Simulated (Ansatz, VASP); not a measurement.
# One calculation of NaCl, two programs

The input INCAR:

```
PREC = Accurate
ENCUT = 520
EDIFF = 1E-6
ISMEAR = 0
SIGMA = 0.05
LREAL = F
LASPH = T
NELM = 100
ALGO = Normal
ISIF = 2
LWAVE = F
LCHARG = F
GGA = PE
NBANDS = 14
```

The input KPOINTS:

```
regular mesh
0
Gamma
  6 6 6
```

The input POSCAR:

```
NaCl
1.0
    3.5021900000      0.0000000000      0.0000000000
    0.0000000000      3.5021900000      0.0000000000
    0.0000000000      0.0000000000      3.5021900000
Na Cl
1 1
Direct
    0.0000000000      0.0000000000     -0.0285535622
    0.5000000000      0.5000000000      0.5000000000
```

Input for Ansatz:

```yaml
crystal:
  lattice:
    - [3.50219, 0.0, 0.0]
    - [0.0, 3.50219, 0.0]
    - [0.0, 0.0, 3.50219]
  atoms:
    - { symbol: Na, position: [0.0, 0.0, -0.0285535622] }
    - { symbol: Cl, position: [0.5, 0.5, 0.5] }
basis:
  ecutwfc: 420
kpoints:
  mp_grid: { grid: [6, 6, 6] }
hamiltonian:
  xc: pbe
scf:
  occupations: { method: gaussian, width: 0.05 }
output:
  forces: true
  stress: true
  eigenvalues: true
```

Alike in both runs: task single point; functional PBE; k mesh 6 × 6 × 6; occupations gaussian, width 0.05 eV; no spin polarisation.

|  | VASP | Ansatz |
| --- | --- | --- |
| version | VASP 6.6.1 | Ansatz 0.2.0 |
| potentials or method | VASP PAW PBE potentials, release 64 (Na_pv, Cl) | scalar-relativistic, plane waves, PAW |
| plane-wave cutoff (eV) | 520 | 420 |
| valence electrons in the cell | 14 | 16 |

Ansatz gave:

* gap on the k mesh at the Fermi level (eV): 3.98
* least direct gap on the mesh (eV): 4.47
* pressure (GPa): 0.2
* rms of the force components (eV/Å): 0.019

Q: What did VASP give for the same quantities?

A: gap on the k mesh at the Fermi level (eV): 3.98; least direct gap on the mesh (eV): 4.47; pressure (GPa): 0.1; rms of the force components (eV/Å): 0.020.

Atom by atom the forces differ by 0.000 eV/Å (rms over components). The functional is the same, so the differences come from potentials, cutoffs and numerics. The two sets of potentials don't hold the same shells in valence.

A k mesh can miss the band edges.
